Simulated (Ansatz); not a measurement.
Take a crystal in which Cu has been replaced by Co on all its sites, with the cell rescaled by a rough guess (in some cases also distorted within its space group) and nothing relaxed:

```
Co Sn
1.0
     4.06579    0.00000    0.00000
    -2.03290    3.52108    0.00000
     0.00000    0.00000    4.93523
Co Sn
2 2
Cartesian
  0.0000 0.0000 0.0000
  0.0000 0.0000 2.4676
  0.0000 2.3474 1.2338
  2.0329 1.1737 3.7014
```

Method: Ansatz 0.2.0, DFT PBE, scalar-relativistic, plane waves, PAW.

Settings: cutoff 420 eV, Γ-centred mesh 12×12×8 on the computed 4-atom cell, Gaussian smearing of 0.10 eV; collinear spin from starting moments 0.95 0.95 0 0 μB.

Problem. What pressure does the cell carry?

Solution. The pressure is -1.0 GPa (positive in compression), so the cell would contract.

Problem. Is it a metal on this mesh?

Solution. Yes, a band crosses the Fermi level.

Problem. What is its energy against the elements in their standard states?

Solution. +0.002 eV/atom at this unrelaxed geometry, with the elements in the same functional.

Problem. What moments result?

Solution. Co1 0.91, Co2 0.91, Sn3 -0.03, Sn4 -0.03 μB.